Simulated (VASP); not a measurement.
The system is Ir.

```xyz
1
Lattice="0.0000 1.9156 1.9156 1.9156 0.0000 1.9156 1.9156 1.9156 0.0000" Properties=species:S:1:pos:R:3 pbc="T T T"
Ir    0.0000    0.0000    0.0000
```

```yaml
Program: VASP 6.6.1
Task: single point
Functional: PBE
Potentials_or_basis: VASP PAW PBE potentials, release 64 (Ir)
Cutoff: 520 eV
k_mesh: 12 × 12 × 12
Occupations: fermi-dirac, width 0.05 eV
Spin: no spin polarisation
```

On this cell: pressure 11.8 GPa; band gap on the k mesh none (metal or under the smearing width).

The same run follows on a disturbed copy (cell strained at random at fixed volume):

```xyz
1
Lattice="-0.0090 1.9584 1.9389 1.8984 0.0229 1.9070 1.8997 1.9277 0.0216" Properties=species:S:1:pos:R:3 pbc="T T T"
Ir   -0.0331   -0.0321   -0.0109
```

**Question.** What does the disturbed cell give?

**Answer.** The energy (extrapolated to zero smearing) moves by +13.0 meV/atom; pressure 12.2 GPa; band gap on the k mesh none (metal or under the smearing width).

Stress tensor (GPa, compression positive):
```
14.37  1.25  1.76
 1.25  9.05 -8.44
 1.76 -8.44 13.15
```
